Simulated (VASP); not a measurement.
# CsI (Pm-3m) in VASP: further runs, part 2 of 2

VASP 6.6.1. Earlier steps stand in the parts before.

## 4. Relaxation of cell and atoms, PBEsol (cell and atoms relaxed tightly for response)

Input file INCAR:

```
PREC = Accurate ; ENCUT = 600
EDIFF = 1E-6 ; ISMEAR = 0
SIGMA = 0.01 ; LREAL = F
LASPH = T ; NELM = 80
ALGO = Normal ; ISIF = 3
LWAVE = F ; LCHARG = F
GGA = PS ; IBRION = 2
NSW = 80 ; EDIFFG = -0.001
```

Input file KPOINTS:

```
Automatic mesh
0
Gamma
  6 6 6
```

Input file POSCAR:

```
CsI
1.0
    4.5033237164      0.0000000000      0.0000000000
    0.0000000000      4.5033237164      0.0000000000
    0.0000000000      0.0000000000      4.5033237164
Cs I
1 1
Direct
    0.0000000000      0.0000000000      0.0000000000
    0.5000000000      0.5000000000      0.5000000000
```

Potentials or basis: VASP PAW PBE potentials, release 64 (Cs_sv, I).

Run with:

```sh
$ cat potpaw_PBE.64/Cs_sv/POTCAR potpaw_PBE.64/I/POTCAR > POTCAR
$ mpirun -np 1 vasp_std > vasp.out
```

OUTCAR:

```text
PREC = Accurate
   ENCUT = 600
   EDIFF = 1E-6
   ISMEAR = 0
   LREAL = F
   LASPH = T
   NELM = 80
   ISIF = 3
   GGA = PS
   IBRION = 2
   NSW = 80
   EDIFFG = -0.001

 ion  position               nearest neighbor table
   1  0.000  0.000  0.000-
   2  0.500  0.500  0.500-

  LATTYP: Found a simple cubic cell.
 ALAT       =     4.5033237164

  Lattice vectors:

 A1 = (   4.5033237164,   0.0000000000,   0.0000000000)
 A2 = (   0.0000000000,   4.5033237164,   0.0000000000)
 A3 = (   0.0000000000,   0.0000000000,   4.5033237164)

Analysis of symmetry for initial positions (statically):
=====================================================================
 Subroutine PRICEL returns:
 Original cell was already a primitive cell.

 Routine SETGRP: Setting up the symmetry group for a
 simple cubic supercell.

 Subroutine GETGRP returns: Found 48 space group operations
 (whereof 48 operations were pure point group operations)
 out of a pool of 48 trial point group operations.

The static configuration has the point symmetry O_h .

Analysis of symmetry for dynamics (positions and initial velocities):
=====================================================================
 Subroutine PRICEL returns:
 Original cell was already a primitive cell.

 Routine SETGRP: Setting up the symmetry group for a
 simple cubic supercell.

 Subroutine GETGRP returns: Found 48 space group operations
 (whereof 48 operations were pure point group operations)
 out of a pool of 48 trial point group operations.

The dynamic configuration has the point symmetry O_h .

 Subroutine INISYM returns: Found 48 space group operations
 (whereof 48 operations are pure point group operations),
 and found     1 'primitive' translations

[... 101 lines left out ...]
   NUPDOWN=      -1.0000    fix difference up-down
   EMIN   =  10.00;   EMAX   =-10.00  energy-range for DOS
   EFERMI =   0.00;   METHOD = LEGACY
   ISMEAR =     0;   SIGMA  =   0.01  broadening in eV -4-tet -1-fermi 0-gaus
   EFERMI_NEDOS =   21; number of points for ismear=-14 and -15
   IALGO  =     38    algorithm
   IMIX   =      4    mixing-type and parameters
     AMIX     =   0.40;   BMIX     =  1.00
     AMIX_MAG =   1.60;   BMIX_MAG =  1.00
  volume/ion in A,a.u.               =      45.66       308.15
  Fermi-wavevector in a.u.,A,eV,Ry     =   0.916041  1.731067 11.417076  0.839131
  Thomas-Fermi vector in A             =   2.040851
   LORBIT       =      0    0 simple, 1 ext, 2 COOP (PROOUT), +10 PAW based schemes
   GGA     = PS    functional components
   LHFCALC =     F    Hartree Fock is set to
   AEXX    =    0.0000 exact exchange contribution
   IVDW    =     0    specifies the selected vdW correction
   LEPSILON=     F    determine dielectric tensor
   LRPA    =     F    only Hartree local field effects (RPA)
 conjugate gradient relaxation of ions
 non-spin polarized calculation
 Gauss-broadening in eV      SIGMA  =   0.01
  energy-cutoff  :      600.00
  volume of cell :       91.33
 maximum number of plane-waves:      3112
 NGX is ok and might be reduce to    36
   NGX = 17   NGY = 17   NGZ = 17

--------------------------------------- Ionic step        1  -------------------------------------------

 number of electron      15.9999999 magnetization

 Free energy of the ion-electron system (eV)
  ---------------------------------------------------
  ext. energy  EPLUGINS =         0.00000000
  ---------------------------------------------------
  free energy    TOTEN  =        -5.77455816 eV

  energy without entropy =       -5.77455816  energy(sigma->0) =       -5.77455816

------------------------ aborting loop because EDIFF is reached ----------------------------------------

  FORCE on cell =-STRESS in cart. coord.  units (eV):
  Direction    XX          YY          ZZ          XY          YZ          ZX
  --------------------------------------------------------------------------------------
  -------------------------------------------------------------------------------------
  Total        0.0480720      0.0480720      0.0480720      0.0000000      0.0000000      0.0000000
  in kB        0.8433418      0.8433418      0.8433418      0.0000000      0.0000000      0.0000000
  external PRESSURE =       0.8433418 kB  Pullay stress =       0.0000000 kB
[... 59 lines left out ...]
--------------------------------------- Ionic step        3  -------------------------------------------

 number of electron      16.0000000 magnetization

 Free energy of the ion-electron system (eV)
  ---------------------------------------------------
  ext. energy  EPLUGINS =         0.00000000
  ---------------------------------------------------
  free energy    TOTEN  =        -5.77470914 eV

  energy without entropy =       -5.77470914  energy(sigma->0) =       -5.77470914

 E-fermi :   0.9976     XC(G=0):  -8.1088

 val. band max:        0.9136650023   @ k =   0.5000   0.5000   0.0000
 cond. band min:       4.7322295151   @ k =   0.0000   0.0000   0.0000
 fundamental gap:      3.8185645128
 Fermi energy:         0.9975515019

 k-point     1 :       0.0000    0.0000    0.0000
  band No.  band energies     occupation
      1     -19.4050      2.00000
      2      -9.8378      2.00000
      3      -6.0831      2.00000
      4      -6.0831      2.00000
      5      -6.0831      2.00000
      6       0.8298      2.00000
      7       0.8298      2.00000
      8       0.8298      2.00000
      9       4.7322      0.00000
     10       4.9319      0.00000
     11       4.9319      0.00000
     12       8.7315      0.00000
[... 312 lines left out ...]
  FREE ENERGIE OF THE ION-ELECTRON SYSTEM (eV)
  ---------------------------------------------------
  free  energy   TOTEN  =        -5.7747091402 eV

  energy  without entropy=       -5.7747091402  energy(sigma->0) =       -5.77470914

 reached required accuracy - stopping structural energy minimisation
```

OSZICAR:

```text
N       E                     dE             d eps       ncg     rms          rms(c)
DAV:   1     0.984173127050E+02    0.98417E+02   -0.68452E+03   480   0.125E+03
DAV:   2     0.211544648693E+01   -0.96302E+02   -0.89150E+02   696   0.170E+02
DAV:   3    -0.579357089246E+01   -0.79090E+01   -0.78889E+01   600   0.579E+01
[... 20 lines left out ...]
DAV:   2    -0.577486712536E+01    0.54698E-03   -0.74589E-04   488   0.162E-01    0.509E-02
DAV:   3    -0.577471251306E+01    0.15461E-03   -0.48630E-04   496   0.122E-01    0.295E-02
DAV:   4    -0.577471129712E+01    0.12159E-05   -0.53918E-06   496   0.165E-02    0.245E-02
DAV:   5    -0.577470945058E+01    0.18465E-05   -0.38406E-06   512   0.117E-02    0.230E-03
DAV:   6    -0.577470914017E+01    0.31040E-06   -0.37721E-07   264   0.378E-03
   3 F= -.57747091E+01 E0= -.57747091E+01  d E =-.150983E-03
```

It took 55 s on 1 thread of AMD EPYC 7R43 (Zen 3), shared host; peak memory 0.2 GiB.

Results:

```yaml
Free_energy: -5.7747 eV
Relaxed_volume: 45.95 Å³/atom
Relaxed_cell: a = 4.513 Å, b = 4.513 Å, c = 4.513 Å, α = 90.00°, β = 90.00°, γ = 90.00°
Space_group_after_relaxing_to_0.05_Å: Pm-3m (No. 221)
Energy_gained_by_relaxing: 0.1 meV/atom
Ionic_steps: 3
Pressure_after_relaxing: 0.0 GPa
Band_gap_on_the_k_mesh: 3.82 eV, indirect (least direct gap 3.90 eV)
```

Step by step:
| step | energy change (eV) | largest force (eV/Å) | pressure (GPa) | volume (Å³) |
| --- | --- | --- | --- | --- |
| 1 | 0.0000 | 0.0000 | 0.08 | 91.33 |
| 2 | -0.0001 | 0.0000 | 0.04 | 91.65 |
| 3 | -0.0002 | 0.0000 | 0.00 | 91.91 |

Final structure:
```cif
data_structure
_symmetry_space_group_name_H-M 'P 1'
_symmetry_Int_Tables_number 1
_cell_length_a 4.5128
_cell_length_b 4.5128
_cell_length_c 4.5128
_cell_angle_alpha 90.000
_cell_angle_beta 90.000
_cell_angle_gamma 90.000
_cell_volume 91.91
loop_
_atom_site_label
_atom_site_type_symbol
_atom_site_fract_x
_atom_site_fract_y
_atom_site_fract_z
_atom_site_occupancy
Cs1 Cs 0.00000 0.00000 0.00000 1
I1 I 0.50000 0.50000 0.50000 1
```

Levels at points of the mesh, in eV from the valence-band top:
| k point | band 4 | band 5 | band 6 | band 7 | band 8 | band 9 | band 10 | band 11 | band 12 |
| --- | --- | --- | --- | --- | --- | --- | --- | --- | --- |
| (0.00, 0.00, 0.00) | -7.00 | -7.00 | -0.08 | -0.08 | -0.08 | 3.82 | 4.02 | 4.02 | 7.82 |
| (0.50, 0.00, 0.00) | -6.92 | -6.92 | -1.69 | -0.27 | -0.27 | 5.09 | 6.49 | 6.68 | 6.80 |
| (0.50, 0.50, 0.00) | -7.42 | -6.87 | -0.90 | -0.90 | 0.00 | 4.12 | 4.83 | 6.04 | 6.04 |
| (0.50, 0.50, 0.50) | -7.28 | -7.28 | -1.43 | -1.43 | -1.43 | 7.17 | 7.17 | 7.17 | 7.98 |

Caveat: the PAW data sets were made with another functional, which shifts forces and pressure a little; spin-orbit coupling is left out, which moves the levels of the heavy elements.

## 5. Summary

| task | cell | k mesh | cutoff (eV) | smearing | gap on the mesh (eV) | pressure (GPa) |
| --- | --- | --- | --- | --- | --- | --- |
| single point | as given | 4 × 4 × 4 | 520 | gaussian 0.1 eV | 3.70 | -0.4 |
| single point | cell and atoms relaxed tightly for response | 6 × 6 × 6 | 520 | gaussian 0.01 eV | 3.83 | 0.1 |
| relaxation of cell and atoms | relaxed from: cell and atoms relaxed tightly for response | 6 × 6 × 6 | 600 | gaussian 0.01 eV | 3.82 | 0.0 |

Alike in all rows: level PBEsol; potentials or basis VASP PAW PBE potentials, release 64 (Cs_sv, I); no spin polarisation.

Caveats: the PAW data sets were made with another functional, which shifts forces and pressure a little; spin-orbit coupling is left out, which moves the levels of the heavy elements.

Total energies depend on the potentials used, so only differences within one code and one set of settings carry meaning.
